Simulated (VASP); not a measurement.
BaTiO3, 5 atoms in the cell. Symmetry: P4mm, No. 99, tetragonal system. Conventional cell: a = 3.942 Å, b = 3.942 Å, c = 3.989 Å, α = 90.00°, β = 90.00°, γ = 90.00°. Around Ba (site symmetry 4mm) lie 12 O at 2.77 to 2.84 Å. Around Ti (site symmetry 4mm) lie 6 O at 1.86 to 2.13 Å. Around O (site symmetry 4mm) lie 2 Ti at 1.86 to 2.13 Å. O (site symmetry 2mm) has 2 Ti at 1.97 Å as nearest neighbours. 

| Quantity | Value |
| --- | --- |
| Program | VASP 6.6.1 |
| Task | relaxation of cell and atoms |
| Functional | LDA |
| Potentials or basis | VASP PAW LDA potentials, release 64 (Ba_sv, Ti_sv, O) |
| Cutoff | 600 eV |
| k mesh | 8 × 8 × 8 |
| Occupations | gaussian, width 0.03 eV |
| Spin | no spin polarisation |
| Further INCAR settings | ALGO = Normal; EDIFF = 1e-07; IBRION = 2; EDIFFG = -0.005; NSW = 90; ISIF = 3 |

Potentials or basis: VASP PAW LDA potentials, release 64 (Ba_sv, Ti_sv, O).

Command:

```bash
$ cat potpaw_LDA.64/Ba_sv/POTCAR potpaw_LDA.64/Ti_sv/POTCAR potpaw_LDA.64/O/POTCAR > POTCAR
$ mpirun -np 2 vasp_std > vasp.out
```

Hardware: 2 MPI ranks on AMD EPYC 9R45 (Zen 5) (shared host).

Task: Estimate the wall time of this run.

Result: It took 72 s on 2 MPI ranks on AMD EPYC 9R45 (Zen 5) (shared host), peak memory 0.23 GiB a rank. Counts: scf iterations 33, k points 75, ion steps 4.
